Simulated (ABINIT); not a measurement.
# ZnS (Wurtzite-2H) (P6_3mc) in ABINIT: reference runs, part 2 of 2

ABINIT 10.8.3 (patched build). The steps go on from the part before.

### Step 3. Single point, PBE (atoms moved at random, drawn with an rms of 0.05 Å)

Input file run.abi:

```
# Pseudopotentials
pp_dirpath "./"
pseudos "Zn.GGA_PBE-JTH.xml, S.GGA_PBE-JTH.xml"

# Structure
acell 3.811 3.811 6.234 Angstrom
rprim
     1.0000000000     0.0000000000     0.0000000000
    -0.5000000000     0.8660254038     0.0000000000
     0.0000000000     0.0000000000     1.0000000000
ntypat 2
znucl 30 16
natom 4
typat 1 1 2 2
xred
     0.6663970000     0.3315460000     0.5002410000
     0.3325680000     0.6880830000     0.0055960000
     0.6813350000     0.3426400000     0.8798910000
     0.3236270000     0.6665860000     0.3899440000
chkprim 0
chksymtnons 0
tolsym 1.0e-6

# Plane-wave basis
ecut 22.0
pawecutdg 44.0

# k points
kptopt 1
ngkpt 8 8 5
nshiftk 1
shiftk 0.0 0.0 0.0

# Exchange and correlation
ixc 11

# Bands and occupations
nband 22
occopt 3
tsmear 0.05 eV

# SCF cycle
nstep 100
tolvrs 1.0e-9

# Output
iomode 3
prtwf 0
prtden 0
prteig 0
prtebands 0
```

Potentials or basis: JTH PAW PBE v2.0.

The run is started by

```sh
abinit run.abi > log 2>&1
```

run.abo:

```text
.Version 10.8.3 of ABINIT
 Symmetries : space group P1 (#  1); Bravais aP (primitive triclinic)
================================================================================
 Values of the parameters that define the memory need of the present run
     intxc =       0    ionmov =       0      iscf =      17    lmnmax =      18
     lnmax =       6     mgfft =      50  mpssoang =       3    mqgrid =    3518
     natom =       4  nloc_mem =       2    nspden =       1   nspinor =       1
    nsppol =       1      nsym =       1    n1xccc =       1    ntypat =       2
    occopt =       3   xclevel =       2
       mpw =        2626          nfft =       51200          nkpt =         162
 PAW method is used; the additional fine FFT grid is defined by:
   mgfftf=        72    nfftf =    145800
================================================================================
================================================================================

--------------------------------------------------------------------------------
------------- Echo of variables that govern the present computation ------------
--------------------------------------------------------------------------------
 -outvars: echo values of preprocessed input variables --------
            acell      7.2017462658E+00  7.2017462658E+00  1.1780552669E+01 Bohr
              amu      6.53900000E+01  3.20660000E+01
          chkprim           0
      chksymtnons           0
             ecut      2.20000000E+01 Hartree
                       outvar_i_n : Printing only first  50 k-points.
              ixc          11
                       outvar_i_n : Printing only first  50 k-points.
         kptrlatt        8    0    0      0    8    0      0    0    5
          kptrlen      5.76139701E+01
            natom           4
            nband          22
            ngfft          32      32      50
          ngfftdg          45      45      72
             nkpt         162
            nstep         100
             nsym           1
           ntypat           2
                       prtocc : prtvol=0, do not print more k-points.
           occopt           3
        pawecutdg      4.40000000E+01 Hartree
         pawxcdev           0
           prtden           0
        prtebands           0
           prteig           0
            prtwf           0
            rprim      1.0000000000E+00  0.0000000000E+00  0.0000000000E+00
                      -5.0000000000E-01  8.6602540380E-01  0.0000000000E+00
                       0.0000000000E+00  0.0000000000E+00  1.0000000000E+00
          spgroup           1
           tolsym      1.00000000E-06
           tolvrs      1.00000000E-09
           tsmear      1.83746611E-03 Hartree
            typat      1  1  2  2
           useylm           1
                       outvars : Printing only first  50 k-points.
           xangst      1.9078780640E+00  1.0942419823E+00  3.1185023940E+00
                      -4.3725508500E-02  2.2709648310E+00  3.4885464000E-02
                       1.9436671650E+00  1.1308568729E+00  5.4852404940E+00
                      -3.6837126000E-02  2.2000156418E+00  2.4309108960E+00
            xcart      3.6053670226E+00  2.0678176619E+00  5.8931154476E+00
                      -8.2629235781E-02  4.2915015722E+00  6.5923972735E-02
                       3.6729986218E+00  2.1370097775E+00  1.0365602268E+01
                      -6.9612079406E-02  4.1574270357E+00  4.5937558299E+00
             xred      6.6639700000E-01  3.3154600000E-01  5.0024100000E-01
                       3.3256800000E-01  6.8808300000E-01  5.5960000000E-03
                       6.8133500000E-01  3.4264000000E-01  8.7989100000E-01
                       3.2362700000E-01  6.6658600000E-01  3.8994400000E-01
            znucl       30.00000   16.00000

================================================================================

 chkinp: Checking input parameters for consistency.

[... 172 lines left out ...]
       0.323627000000      0.666586000000      0.389944000000
 rms dE/dt=  5.9300E-02; max dE/dt=  1.3390E-01; dE/dt below (all hartree)
    1       0.035052483626     -0.020070025329     -0.075323274252
    2      -0.057361834274      0.052279631606     -0.042158608113
    3       0.065153754662     -0.050778169948     -0.014209728422
    4      -0.042389900331      0.018411558577      0.133904647419

 cartesian coordinates (angstrom) at end:
    1      1.90787806400000     1.09424198225126     3.11850239400000
    2     -0.04372550850000     2.27096483104423     0.03488546400000
    3      1.94366716500000     1.13085687294846     5.48524049400000
    4     -0.03683712600000     2.20001564181421     2.43091089600000

 cartesian forces (hartree/bohr) at end:
    1     -0.00485144247185     0.00041067632418     0.00644082969134
    2      0.00798076717411    -0.00378091212979     0.00362562508492
    3     -0.00903116082409     0.00292114163651     0.00125316595877
    4      0.00590183612183     0.00044909416910    -0.01131962073503
 frms,max,avg= 5.8534538E-03 1.1319621E-02  -1.578E-05 -2.816E-06 -4.696E-05 h/b

 cartesian forces (eV/Angstrom) at end:
    1     -0.24947120231423     0.02111782566716     0.33120077921611
    2      0.41038754841835    -0.19442231879213     0.18643713788722
    3     -0.46440096160078     0.15021114244256     0.06444038453438
    4      0.30348461549666     0.02309335068240    -0.58207830163770
 frms,max,avg= 3.0099670E-01 5.8207830E-01  -8.113E-04 -1.448E-04 -2.415E-03 e/A
 length scales=  7.201746265835  7.201746265835 11.780552668909 bohr
              =  3.811000000000  3.811000000000  6.234000000000 angstroms
 Fermi (or HOMO) energy (hartree) =   0.24041   Average Vxc (hartree)=  -0.34456
 Eigenvalues (hartree) for nkpt= 162  k points:
 kpt#   1, nband= 22, wtk=  0.00313, kpt=  0.0000  0.0000  0.0000 (reduced coord)
  -0.28766   -0.25283   -0.03866   -0.03704   -0.03477   -0.03304   -0.03052   -0.01959
  -0.01933   -0.01537   -0.01519   -0.00997    0.00636    0.16175    0.16990    0.19598
   0.19715    0.19949    0.27956    0.30899    0.42604    0.43142
      occupation numbers for kpt#   1
   2.00000    2.00000    2.00000    2.00000    2.00000    2.00000    2.00000    2.00000
   2.00000    2.00000    2.00000    2.00000    2.00000    2.00000    2.00000    2.00000
   2.00000    2.00000    0.00000    0.00000    0.00000    0.00000
 prteigrs : prtvol=0 or 1, do not print more k-points.

--- !EnergyTerms
iteration_state     : {dtset: 1, }
comment             : Components of total free energy in Hartree
kinetic             :  2.20722652006754E+01
hartree             :  4.24779547909814E+01
xc                  : -1.08926873065712E+01
Ewald energy        : -9.21609908044514E+01
psp_core            :  1.56215135969183E+00
local_psp           : -1.48984353992942E+02
PAW spherical_terms :  3.65375082477161E+01
internal            : -1.49388152504900E+02
'-kT*entropy'       : -2.75373002757948E-13
total_energy        : -1.49388152504900E+02
total_energy_eV     : -4.06505871838435E+03
...

--- !EnergyTermsDC
iteration_state     : {dtset: 1, }
comment             : '"Double-counting" decomposition of free energy'
band_energy         : -1.94874231411249E-01
Ewald energy        : -9.21609908044514E+01
psp_core            :  1.56215135969183E+00
xc_dc               : -4.15161712325147E+01
PAW spherical_terms : -1.70782736260991E+01
internal            : -1.49388158534785E+02
'-kT*entropy'       : -2.75373002757948E-13
total_energy_dc     : -1.49388158534785E+02
total_energy_dc_eV  : -4.06505888246588E+03
...

--- !EnergyTermsWithPAWCore
iteration_state     : {dtset: 1, }
comment             : 'Components of total free energy, including PAW core contributions'
Total energy        : -4.39062915082267E+03
Total energy DC     : -4.39062915685255E+03
Total energy (eV)   : -1.19475105685899E+05
Total energy DC (eV): -1.19475105849981E+05
...

 Cartesian components of stress tensor (hartree/bohr^3)
  sigma(1 1)= -8.37777663E-05  sigma(3 2)=  5.90907109E-06
  sigma(2 2)= -1.03443604E-04  sigma(3 1)= -6.47398999E-06
  sigma(3 3)= -3.96479688E-05  sigma(2 1)= -4.94670371E-05

-Cartesian components of stress tensor (GPa)         [Pressure=  2.2249E+00 GPa]
- sigma(1 1)= -2.46482698E+00  sigma(3 2)=  1.73850874E-01
- sigma(2 2)= -3.04341590E+00  sigma(3 1)= -1.90471362E-01
- sigma(3 3)= -1.16648351E+00  sigma(2 1)= -1.45537048E+00

== END DATASET(S) ==============================================================
================================================================================

 -outvars: echo values of variables after computation  --------
            acell      7.2017462658E+00  7.2017462658E+00  1.1780552669E+01 Bohr
           etotal     -1.4938815853E+02
            fcart     -4.8514424719E-03  4.1067632418E-04  6.4408296913E-03
                       7.9807671741E-03 -3.7809121298E-03  3.6256250849E-03
                      -9.0311608241E-03  2.9211416365E-03  1.2531659588E-03
                       5.9018361218E-03  4.4909416910E-04 -1.1319620735E-02
            rprim      1.0000000000E+00  0.0000000000E+00  0.0000000000E+00
                      -5.0000000000E-01  8.6602540380E-01  0.0000000000E+00
                       0.0000000000E+00  0.0000000000E+00  1.0000000000E+00
           strten     -8.3777766276E-05 -1.0344360394E-04 -3.9647968756E-05
                       5.9090710934E-06 -6.4739899928E-06 -4.9467037115E-05
           xangst      1.9078780640E+00  1.0942419823E+00  3.1185023940E+00
                      -4.3725508500E-02  2.2709648310E+00  3.4885464000E-02
                       1.9436671650E+00  1.1308568729E+00  5.4852404940E+00
                      -3.6837126000E-02  2.2000156418E+00  2.4309108960E+00
             xred      6.6639700000E-01  3.3154600000E-01  5.0024100000E-01
                       3.3256800000E-01  6.8808300000E-01  5.5960000000E-03
                       6.8133500000E-01  3.4264000000E-01  8.7989100000E-01
                       3.2362700000E-01  6.6658600000E-01  3.8994400000E-01
 Calculation completed.
```

Run time: 20 min. Hardware: 1 thread of Arm Neoverse V1, shared host; peak memory 0.37 GiB.

Results:

| Item | Value |
| --- | --- |
| Free energy | -4065.0589 eV |
| Pressure | 2.2 GPa |
| Largest force | 0.657 eV/Å |
| Band gap on the k mesh | 2.18 eV, direct |
| Valence electrons inside the program's atomic spheres | Zn 10.82, 10.79; S 3.60, 3.62 |

Forces in eV/Å, atoms in the order of the input:
```
Zn  -0.249  0.021  0.331
Zn   0.410 -0.194  0.186
S   -0.464  0.150  0.064
S    0.303  0.023 -0.582
```

Stress tensor (GPa, compression positive):
```
 2.46  1.46  0.19
 1.46  3.04 -0.17
 0.19 -0.17  1.17
```

Levels at points of the mesh, in eV from the valence-band top:
| k point | band 15 | band 16 | band 17 | band 18 | band 19 | band 20 | band 21 | band 22 |
| --- | --- | --- | --- | --- | --- | --- | --- | --- |
| (0.00, 0.00, 0.00) | -0.81 | -0.10 | -0.06 | 0.00 | 2.18 | 2.98 | 6.16 | 6.31 |
| (0.50, 0.00, 0.00) | -3.15 | -2.29 | -1.76 | -0.98 | 3.61 | 4.31 | 5.32 | 7.01 |
| (0.00, 0.50, 0.00) | -3.22 | -2.29 | -1.65 | -0.97 | 3.61 | 4.19 | 5.03 | 7.01 |
| (0.50, 0.50, 0.00) | -3.33 | -2.32 | -1.49 | -1.00 | 3.48 | 4.10 | 4.99 | 6.96 |

### Step 4. Against experiment

Step 2. A measured gap of ZnS is 3.911 eV (direct; 4 K; a printed reference work, monograph); the calculated 2.24 eV misses it by -1.68 eV. The value is that of PBE, without temperature or zero-point motion. Semilocal functionals fall short of measured gaps as a rule.
